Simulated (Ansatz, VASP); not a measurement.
# One calculation of PbSe, two programs

The input INCAR:

```
ALGO = Normal
EDIFF = 1E-6
ENCUT = 520
GGA = PE
ISIF = 2
ISMEAR = -1
LASPH = T
LCHARG = F
LREAL = F
LWAVE = F
NBANDS = 17
NELM = 100
PREC = Accurate
SIGMA = 0.01
```

KPOINTS

```
k-points
0
Gamma
  9 9 9
```

File POSCAR:

```
PbSe
1.0
   -0.0918645000      3.0162177500      3.0162177500
    3.0162177500     -0.0918645000      3.0162177500
    3.0162177500      3.0162177500     -0.0918645000
Pb Se
1 1
Direct
    0.0000000000      0.0000000000      0.0000000000
    0.5000000000      0.5000000000      0.5000000000
```

Input for Ansatz:

```yaml
crystal:
  lattice:
    - [-0.0918645, 3.01621775, 3.01621775]
    - [3.01621775, -0.0918645, 3.01621775]
    - [3.01621775, 3.01621775, -0.0918645]
  atoms:
    - { symbol: Pb, position: [0.0, 0.0, 0.0] }
    - { symbol: Se, position: [0.5, 0.5, 0.5] }
kpoints:
  mp_grid: { grid: [9, 9, 9] }
  band_path:
    path:
      - [0.0, 0.0, 0.0]
      - [0.5, 0.5, 0.5]
      - [0.2579113083, 0.5, 0.7420886917]
      - [-0.2579113083, 0.2579113083, 0.5]
      - [0.0, 0.0, 0.5]
      - [0.0, 0.0, 0.0]
      - [-0.3789556542, 0.0, 0.3789556542]
      - [0.0, 0.3789556542, 0.6210443458]
      - [0.0, 0.5, 0.5]
    npoints: 5
scf:
  occupations: { method: fermi_dirac, width: 0.01 }
hamiltonian:
  xc: pbe
  pseudopotentials: { kind: all_electron, lapw: { basis_error: 0.00025 } }
output:
  forces: true
  stress: true
  eigenvalues: true
```

Change from the starting cell: equal xy, yz and zx shear strains of -3 %.

Alike in both runs: task single point; functional PBE; k mesh 9 × 9 × 9; occupations fermi-dirac, width 0.01 eV; no spin polarisation.

|  | VASP | Ansatz |
| --- | --- | --- |
| version | VASP 6.6.1 | Ansatz 0.2.0 |
| potentials or method | VASP PAW PBE potentials, release 64 (Pb_d, Se) | all-electron LAPW, scalar-relativistic |
| plane-wave cutoff (eV) | 520 | see its input |

|  | VASP | Ansatz | Ansatz less VASP |
| --- | --- | --- | --- |
| gap on the k mesh at the Fermi level (eV) | 0.42 | 0.42 | -0.002 |
| pressure (GPa) | 2.3 | 2.3 | +0.02 |
| largest component of the traceless stress (GPa) | 0.47 | 0.47 | -0.001 |

Ansatz ran all-electron here, so the differences hold the error of VASP's frozen core and of both bases.

Caveats: spin-orbit coupling is left out, which as a rule narrows the gap of such compounds by several tenths of an eV; an odd mesh through Γ misses points on the zone boundary, where band edges often lie.
